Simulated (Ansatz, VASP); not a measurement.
Zr2C in VASP and in Ansatz

The input INCAR:

```
SYSTEM = Zr2C
PREC     = Accurate       ! precision mode
ENCUT    = 600            ! plane-wave cutoff, eV
EDIFF    = 1E-7           ! SCF threshold, eV
ISMEAR   = 0              ! smearing method
SIGMA    = 0.1            ! smearing width, eV
LREAL    = .FALSE.        ! projectors in reciprocal space
LASPH    = .TRUE.         ! aspherical terms in the spheres
NELM     = 60             ! most SCF steps
ALGO     = Normal         ! electronic algorithm
ISIF     = 3              ! what is computed and relaxed
LWAVE    = .FALSE.        ! write WAVECAR
LCHARG   = .FALSE.        ! write CHGCAR
GGA      = PE             ! functional
IBRION   = 2              ! ionic algorithm
NSW      = 90             ! ionic steps
EDIFFG   = -0.04          ! ionic threshold
```

File KPOINTS:

```
regular mesh
0
G
  6 6 6
  0 0 0
```

POSCAR

```
Zr2C
1.0
    4.4985394754      0.0000000000      0.0000000000
   -2.2492697377      3.8958494656      0.0000000000
    0.0000000000      0.0000000000      2.7671100984
Zr C
2 1
Direct
    0.3333333333      0.6666666667      0.0000000000
    0.6666666667      0.3333333333      0.0000000000
    0.0000000000      0.0000000000      0.5000000000
```

Input for Ansatz:

```yaml
crystal:
  lattice:
    - [4.4985394754, 0.0, 0.0]
    - [-2.2492697377, 3.8958494656, 0.0]
    - [0.0, 0.0, 2.7671100984]
  atoms:
    - { symbol: Zr, position: [0.3333333333, 0.6666666667, 0.0] }
    - { symbol: Zr, position: [0.6666666667, 0.3333333333, 0.0] }
    - { symbol: C, position: [0.0, 0.0, 0.5] }
basis:
  ecutwfc: 420
kpoints:
  mp_grid: { grid: [6, 6, 6] }
hamiltonian:
  xc: pbe
scf:
  occupations: { method: gaussian, width: 0.1 }
  lower_state_search: "off"
output:
  forces: true
  stress: true
  eigenvalues: true
relax:
  adjacent_minimum: "off"
  f_tol: 0.04
  max_steps: 70
  cell: { stress_tol: 0.4 }
```

Alike in both runs: task relaxation of cell and atoms; functional PBE; k mesh 6 × 6 × 6; occupations gaussian, width 0.1 eV; no spin polarisation.

|  | VASP | Ansatz |
| --- | --- | --- |
| version | VASP 6.6.1 | Ansatz 0.2.0 |
| potentials or method | VASP PAW PBE potentials, release 64 (Zr_sv, C) | scalar-relativistic, plane waves, PAW |
| plane-wave cutoff (eV) | 600 | 420 |
| valence electrons in the cell | 28 | 28 |

Ansatz gave:

- gap on the k mesh at the Fermi level, each at its own relaxed structure (eV): none
- relaxed volume (Å³/atom): 16.44
- relaxed cell length with the largest relative difference (Å): 4.526
- energy change over the relaxation (meV/atom): -1

Task: What did VASP give for the same quantities?

Result: gap on the k mesh at the Fermi level, each at its own relaxed structure (eV): none; relaxed volume (Å³/atom): 16.48; relaxed cell length with the largest relative difference (Å): 4.533; energy change over the relaxation (meV/atom): -2.

A gap of «none» marks a metal or a gap that the smearing closes.

Caveats: the k mesh is coarse (spacing up to 0.38 Å⁻¹), so the values aren't converged.
